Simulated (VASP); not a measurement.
# Al (Fm-3m) in VASP: single point with PBE0

Aim: the single point of Al with PBE0.

All numbers are computed with VASP 6.6.1; they aren't measurements. Logs are shortened: lines on timing, memory, paths and dates and some standing lists are left out, and cuts for length are marked.

### 1 The crystal as given

The structure is cubic, space group Fm-3m (No. 225). Conventional cell: a = 4.016 Å, b = 4.016 Å, c = 4.016 Å, α = 90.00°, β = 90.00°, γ = 90.00°. Al (site symmetry m-3m) has 12 Al at 2.84 Å as nearest neighbours.

### 2 Single point, PBE0

File POSCAR:

```
Al
1.0
    0.0000000000      2.0080400000      2.0080400000
    2.0080400000      0.0000000000      2.0080400000
    2.0080400000      2.0080400000      0.0000000000
Al
1
Direct
    0.0000000000      0.0000000000      0.0000000000
```

File INCAR.step1:

```
SYSTEM = Al
PREC     = Accurate       ! precision mode
ENCUT    = 520            ! plane-wave cutoff, eV
EDIFF    = 1E-5           ! SCF threshold, eV
ISMEAR   = 0              ! smearing method
SIGMA    = 0.1            ! smearing width, eV
LREAL    = .FALSE.        ! projectors in reciprocal space
LASPH    = .TRUE.         ! aspherical terms in the spheres
NELM     = 60             ! most SCF steps
ALGO     = Normal         ! electronic algorithm
ISIF     = 2              ! what is computed and relaxed
LWAVE    = .TRUE.         ! write WAVECAR
GGA      = PE             ! functional
```

File INCAR.step2:

```
SYSTEM = Al
PREC     = Accurate       ! precision mode
ENCUT    = 520            ! plane-wave cutoff, eV
EDIFF    = 1E-6           ! SCF threshold, eV
ISMEAR   = 0              ! smearing method
SIGMA    = 0.1            ! smearing width, eV
LREAL    = .FALSE.        ! projectors in reciprocal space
LASPH    = .TRUE.         ! aspherical terms in the spheres
NELM     = 60             ! most SCF steps
ALGO     = Normal         ! electronic algorithm
ISIF     = 2              ! what is computed and relaxed
LWAVE    = .FALSE.        ! write WAVECAR
LCHARG   = .TRUE.         ! write CHGCAR
GGA      = PE             ! functional
LHFCALC  = .TRUE.         ! exact exchange
AEXX     = 0.25           ! exact-exchange fraction
PRECFOCK = Fast         
LELF     = .TRUE.         ! ELF
LVHAR    = .TRUE.       
ISTART   = 1
```

File KPOINTS:

```
Automatic mesh
0
G
  8 8 8
  0 0 0
```

Potentials or basis: VASP PAW PBE potentials, release 64 (Al).

Run with:

```console
> cat potpaw_PBE.64/Al/POTCAR > POTCAR
> cp INCAR.step1 INCAR
> mpirun -np 1 vasp_std > vasp.out
> cp INCAR.step2 INCAR
> mpirun -np 1 vasp_std > vasp.out
```

OUTCAR:

```text
SYSTEM = Al
   PREC = Accurate
   ENCUT = 520
   EDIFF = 1E-6
   ISMEAR = 0
   LREAL = .FALSE.
   LASPH = .TRUE.
   NELM = 60
   ISIF = 2
   GGA = PE
   LHFCALC = .TRUE.
   AEXX = 0.25
   PRECFOCK = Fast
   ISTART = 1

 ion  position               nearest neighbor table
   1  0.000  0.000  0.000-

  LATTYP: Found a face centered cubic cell.
 ALAT       =     4.0160800000

  Lattice vectors:

 A1 = (   0.0000000000,   2.0080400000,   2.0080400000)
 A2 = (   2.0080400000,   0.0000000000,   2.0080400000)
 A3 = (   2.0080400000,   2.0080400000,   0.0000000000)

Analysis of symmetry for initial positions (statically):
=====================================================================
 Subroutine PRICEL returns:
 Original cell was already a primitive cell.

 Routine SETGRP: Setting up the symmetry group for a
 face centered cubic supercell.

 Subroutine GETGRP returns: Found 48 space group operations
 (whereof 48 operations were pure point group operations)
 out of a pool of 48 trial point group operations.

The static configuration has the point symmetry O_h .

Analysis of symmetry for dynamics (positions and initial velocities):
=====================================================================
 Subroutine PRICEL returns:
 Original cell was already a primitive cell.

 Routine SETGRP: Setting up the symmetry group for a
 face centered cubic supercell.

 Subroutine GETGRP returns: Found 48 space group operations
 (whereof 48 operations were pure point group operations)
 out of a pool of 48 trial point group operations.

The dynamic configuration has the point symmetry O_h .

 Subroutine INISYM returns: Found 48 space group operations
 (whereof 48 operations are pure point group operations),
 and found     1 'primitive' translations

----------------------------------------------------------------------------------------

                                     Primitive cell

  volume of cell :      16.1937

  direct lattice vectors                    reciprocal lattice vectors
     0.000000000  2.008040000  2.008040000    -0.248999024  0.248999024  0.248999024
     2.008040000  0.000000000  2.008040000     0.248999024 -0.248999024  0.248999024
     2.008040000  2.008040000  0.000000000     0.248999024  0.248999024 -0.248999024

  length of vectors
     2.839797402  2.839797402  2.839797402     0.431278960  0.431278960  0.431278960

  position of ions in fractional coordinates (direct lattice)
     0.000000000  0.000000000  0.000000000

  ion indices of the primitive-cell ions
   primitive index   ion index
                 1           1

----------------------------------------------------------------------------------------

 KPOINTS: Automatic mesh

Automatic generation of k-mesh.
 Grid dimensions read from file:
 generate k-points for:    8    8    8

 Generating k-lattice:

  Cartesian coordinates                     Fractional coordinates (reciprocal lattice)
    -0.031124878  0.031124878  0.031124878     0.125000000  0.000000000  0.000000000
     0.031124878 -0.031124878  0.031124878     0.000000000  0.125000000  0.000000000
     0.031124878  0.031124878 -0.031124878     0.000000000  0.000000000  0.125000000

  Length of vectors
     0.053909870  0.053909870  0.053909870

  Shift w.r.t. Gamma in fractional coordinates (k-lattice)
     0.000000000  0.000000000  0.000000000

 Subroutine IBZKPT returns following result:
 ===========================================

 Found     29 irreducible k-points:

 Following reciprocal coordinates:
            Coordinates               Weight
  0.000000  0.000000  0.000000      1.000000
  0.125000  0.000000  0.000000      8.000000
  0.250000  0.000000  0.000000      8.000000
  0.375000  0.000000  0.000000      8.000000
  0.500000  0.000000  0.000000      4.000000
  0.125000  0.125000  0.000000      6.000000
[... 16 lines left out ...]
  0.500000  0.250000  0.125000     48.000000
 -0.375000  0.250000  0.125000     24.000000
 [... further k-points ...]
   k-points           NKPTS =     29   k-points in BZ     NKDIM =    512   number of bands    NBANDS=      5
   number of dos      NEDOS =    301   number of ions     NIONS =      1
   total plane-waves  NPLWV =  13824
   dimension x,y,z NGX =    24 NGY =   24 NGZ =   24
   dimension x,y,z NGXF=    48 NGYF=   48 NGZF=   48
   ions per type =               1
   NGX,Y,Z   is equivalent  to a cutoff of  14.05, 14.05, 14.05 a.u.
   NGXF,Y,Z  is equivalent  to a cutoff of  28.10, 28.10, 28.10 a.u.
 SYSTEM =  Al
   PREC   = accura    normal or accurate (medium, high low for compatibility)
   ISTART =      1    job   : 0-new  1-cont  2-samecut
   ICHARG =      0    charge: 1-file 2-atom 10-const
   ISPIN  =      1    spin polarized calculation?
   LNONCOLLINEAR =      F non collinear calculations
   LSORBIT =      F    spin-orbit coupling
   LASPH  =      T    aspherical Exc in radial PAW
   ENCUT  =  520.0 eV  38.22 Ry    6.18 a.u.   5.28  5.28  5.28*2*pi/ulx,y,z
   NELM   =     60;   NELMIN=  2; NELMDL=  0     # of ELM steps
   EDIFF  = 0.1E-05   stopping-criterion for ELM
   LREAL  =      F    real-space projection
   EDIFFG = 0.1E-04   stopping-criterion for IOM
   NSW    =      0    number of steps for IOM
   IBRION =     -1    ionic relax: 0-MD 1-quasi-New 2-CG
   NFREE  =      0    steps in history (QN), initial steepest desc. (CG)
   ISIF   =      2    stress and relaxation
   ISYM   =      3    0-nonsym 1-usesym 2-fastsym
   POTIM  = 0.5000    time-step for ionic-motion
   TEBEG  =    0.0;   TEEND  =   0.0 temperature during run
   PSTRESS=    0.0 pullay stress
   NELECT =       3.0000    total number of electrons
   NUPDOWN=      -1.0000    fix difference up-down
   EMIN   =  10.00;   EMAX   =-10.00  energy-range for DOS
   EFERMI =   0.00;   METHOD = LEGACY
   ISMEAR =     0;   SIGMA  =   0.10  broadening in eV -4-tet -1-fermi 0-gaus
   EFERMI_NEDOS =   21; number of points for ismear=-14 and -15
   IALGO  =     38    algorithm
   IMIX   =      1    mixing-type and parameters
     AMIX     =   0.40;   BMIX     =  1.00
     AMIX_MAG =   1.60;   BMIX_MAG =  1.00
  volume/ion in A,a.u.               =      16.19       109.28
  Fermi-wavevector in a.u.,A,eV,Ry     =   0.933253  1.763593 11.850155  0.870962
  Thomas-Fermi vector in A             =   2.059936
   LORBIT       =      0    0 simple, 1 ext, 2 COOP (PROOUT), +10 PAW based schemes
   GGA     = PE    functional components
   LHFCALC =     T    Hartree Fock is set to
   PRECFOCK=fast      Normal, Fast or Accurate (Low or Medium for compatibility)
   ENCUT4O =  -1.0   cutoff for four orbital integrals eV
   NKREDX  =     1    reduce k-point grid by
   NKREDY  =     1    reduce k-point grid by
   NKREDZ  =     1    reduce k-point grid by
   AEXX    =    0.2500 exact exchange contribution
   HFSCREEN=    0.0000 screening length (either q_TF or 0.3 A-1)
   HFSCREENC=   0.0000 screening length for correlation (either q_TF or 0.3 A-1)
   ENCUTFOCK=  -1.0 apply spherical cutoff to Coloumb kernel
   IVDW    =     0    specifies the selected vdW correction
   LEPSILON=     F    determine dielectric tensor
   LRPA    =     F    only Hartree local field effects (RPA)
 non-spin polarized calculation
 Gauss-broadening in eV      SIGMA  =   0.10
  energy-cutoff  :      520.00
  volume of cell :       16.19
 maximum number of plane-waves:       445
 NGX is ok and might be reduce to    24
  NGX = 14; NGY = 14; NGZ = 14

 number of electron       3.0000000 magnetization

 Free energy of the ion-electron system (eV)
  ---------------------------------------------------
  ext. energy  EPLUGINS =         0.00000000
  ---------------------------------------------------
  free energy    TOTEN  =        -4.39965531 eV

  energy without entropy =       -4.39661954  energy(sigma->0) =       -4.39813743

 E-fermi :   8.4470     XC(G=0):  -8.0744

 val. band max:        7.6719188496   @ k =  -0.3750   0.3750   0.0000
 cond. band min:       8.5216137368   @ k =   0.5000   0.2500   0.1250
 fundamental gap:      0.8496948872
 Fermi energy:         8.4470301579

 k-point     1 :       0.0000    0.0000    0.0000
  band No.  band energies     occupation
      1      -5.1005      2.00000
      2      22.4067      0.00000
      3      22.4067      0.00000
      4      22.4067      0.00000
      5      24.0706      0.00000

 k-point     2 :       0.1250    0.0000    0.0000
  band No.  band energies     occupation
      1      -4.6194      2.00000
      2      17.8317      0.00000
      3      21.4355      0.00000
      4      21.4355      0.00000
      5      24.5649      0.00000

 k-point     3 :       0.2500    0.0000    0.0000
  band No.  band energies     occupation
      1      -3.1795      2.00000
      2      12.4746      0.00000
      3      20.6288      0.00000
      4      20.6288      0.00000
      5      24.1410      0.00000

 k-point     4 :       0.3750    0.0000    0.0000
  band No.  band energies     occupation
      1      -0.7869      2.00000
      2       6.9685      2.00000
      3      20.5306      0.00000
      4      20.5306      0.00000
      5      22.5898      0.00000

 k-point     5 :       0.5000    0.0000    0.0000
  band No.  band energies     occupation
      1       2.4092      2.00000
      2       2.7463      2.00000
      3      21.1414      0.00000
      4      21.1414      0.00000
      5      21.2281      0.00000

 k-point     6 :       0.1250    0.1250    0.0000
  band No.  band energies     occupation
      1      -4.4591      2.00000
      2      19.5742      0.00000
      3      19.5742      0.00000
      4      19.7297      0.00000
      5      22.8305      0.00000

 k-point     7 :       0.2500    0.1250    0.0000
  band No.  band energies     occupation
      1      -3.3391      2.00000
      2      14.5545      0.00000
      3      18.4375      0.00000
      4      19.9791      0.00000
      5      21.3656      0.00000

 k-point     8 :       0.3750    0.1250    0.0000
  band No.  band energies     occupation
      1      -1.2659      2.00000
      2       9.4487      0.00000
      3      18.0621      0.00000
      4      18.7764      0.00000
      5      19.8713      0.00000

 k-point     9 :       0.5000    0.1250    0.0000
  band No.  band energies     occupation
      1       1.7582      2.00000
      2       4.3713      2.00000
      3      17.0551      0.00000
      4      18.4608      0.00000
      5      20.3092      0.00000
[... 73 lines left out ...]
 k-point    19 :       0.5000    0.3750    0.0000
  band No.  band energies     occupation
      1       2.9885      2.00000
      2       8.9434      0.00000
      3      11.0134      0.00000
      4      15.3010      0.00000
      5      16.7311      0.00000

 k-point    20 :      -0.3750    0.3750    0.0000
  band No.  band energies     occupation
      1       5.6017      2.00000
      2       6.2735      2.00000
      3       7.6719      2.00000
      4      15.9671      0.00000
      5      17.6913      0.00000

 k-point    21 :       0.5000    0.5000    0.0000
  band No.  band energies     occupation
      1       4.3960      2.00000
      2       6.2380      2.00000
      3      14.4042      0.00000
      4      14.9007      0.00000
      5      14.9007      0.00000

 k-point    22 :       0.3750    0.2500    0.1250
  band No.  band energies     occupation
      1      -1.9035      2.00000
      2      12.9117      0.00000
      3      14.5426      0.00000
      4      18.3530      0.00000
      5      21.8763      0.00000

 k-point    23 :       0.5000    0.2500    0.1250
  band No.  band energies     occupation
      1       0.4813      2.00000
      2       8.5216      0.29153
      3      13.7588      0.00000
      4      16.0579      0.00000
      5      22.5594      0.00000

 k-point    24 :      -0.3750    0.2500    0.1250
  band No.  band energies     occupation
      1       3.6524      2.00000
      2       4.0364      2.00000
      3      14.1466      0.00000
      4      14.7935      0.00000
      5      23.1244      0.00000

 [... further k-points ...]

------------------------ aborting loop because EDIFF is reached ----------------------------------------

  FORCE on cell =-STRESS in cart. coord.  units (eV):
  Direction    XX          YY          ZZ          XY          YZ          ZX
  --------------------------------------------------------------------------------------
  -------------------------------------------------------------------------------------
  Total        0.0495823      0.0495823      0.0495823      0.0000000      0.0000000      0.0000000
  in kB        4.9055774      4.9055774      4.9055774      0.0000000      0.0000000      0.0000000
  external PRESSURE =       4.9055774 kB  Pullay stress =       0.0000000 kB

 VOLUME and BASIS-vectors are now :
 -----------------------------------------------------------------------------
  energy-cutoff  :      520.00
  volume of cell :       16.19
      direct lattice vectors                 reciprocal lattice vectors
     0.000000000  2.008040000  2.008040000    -0.248999024  0.248999024  0.248999024
     2.008040000  0.000000000  2.008040000     0.248999024 -0.248999024  0.248999024
     2.008040000  2.008040000  0.000000000     0.248999024  0.248999024 -0.248999024

 POSITION                                       TOTAL-FORCE (eV/Angst)
 -----------------------------------------------------------------------------------
      0.00000      0.00000      0.00000        -0.000000     -0.000000     -0.000000
 -----------------------------------------------------------------------------------
    total drift:                                0.000000      0.000000      0.000000

  FREE ENERGIE OF THE ION-ELECTRON SYSTEM (eV)
  ---------------------------------------------------
  free  energy   TOTEN  =        -4.3996553104 eV

  energy  without entropy=       -4.3966195417  energy(sigma->0) =       -4.39813743
```

Wall time 48 s (1 thread of Intel Xeon 6975P-C (Granite Rapids), shared host); peak memory 0.14 GiB.

Results:

| Item | Value |
| --- | --- |
| Free energy | -4.3997 eV |
| Pressure | 0.5 GPa |
| Band gap on the k mesh | none (metal or under the smearing width) |

Levels at points of the mesh, in eV from the Fermi level:
```csv
k point,band 1,band 2,band 3,band 4,band 5
"(0.00, 0.00, 0.00)",-13.55,13.96,13.96,13.96,15.62
"(0.50, 0.00, 0.00)",-6.04,-5.70,12.69,12.69,12.78
"(0.50, 0.50, 0.00)",-4.05,-2.21,5.96,6.45,6.45
```

Caveat: the PAW data sets were made with another functional, which shifts forces and pressure a little.
